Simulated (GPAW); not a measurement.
WC (Qusongite):

```
CELL_PARAMETERS angstrom
2.90650 0.00000 0.00000
-1.45325 2.51710 0.00000
0.00000 0.00000 2.83660
ATOMIC_POSITIONS crystal
W 0.00000 0.00000 0.00000
C 0.66667 0.33333 0.50000
```

```yaml
Program: GPAW 26.7.0
Task: relaxation of cell and atoms
Functional: PBEsol
Dispersion: D3(BJ)+ATM
Potentials_or_basis: PAW data sets generated in the run's folder for this functional
Cutoff: 800 eV
Basis: pw
k_mesh: 9 × 9 × 8
Occupations: fermi-dirac, width 0.05 eV
Spin: no spin polarisation
```

At the start: pressure -9.5 GPa; volume 10.38 Å³/atom.

How do energy, volume and symmetry change on relaxing?

Over 4 steps the energy falls by 6.9 meV/atom and the volume is 10.14 Å³/atom (-2.3 %); space group P-6m2 (No. 187, to 0.05 Å).

The path:
| step | energy change (eV) | largest force (eV/Å) | pressure (GPa) | volume (Å³) |
| --- | --- | --- | --- | --- |
| 1 | 0.0000 | 0.0000 | -9.45 | 20.75 |
| 2 | -0.0113 | 0.0000 | -4.24 | 20.48 |
| 3 | -0.0137 | 0.0000 | 0.10 | 20.27 |
| 4 | -0.0137 | 0.0000 | 0.00 | 20.27 |

Final structure:
```cif
data_structure
_symmetry_space_group_name_H-M 'P 1'
_symmetry_Int_Tables_number 1
_cell_length_a 2.8846
_cell_length_b 2.8846
_cell_length_c 2.8135
_cell_angle_alpha 90.000
_cell_angle_beta 90.000
_cell_angle_gamma 120.000
_cell_volume 20.27
loop_
_atom_site_label
_atom_site_type_symbol
_atom_site_fract_x
_atom_site_fract_y
_atom_site_fract_z
_atom_site_occupancy
W1 W 0.00000 0.00000 0.00000 1
C1 C 0.66667 0.33333 0.50000 1
```

Caveat: later steps reuse the first step's grids; pairwise dispersion overbinds metals, which lowers pressure and volume.
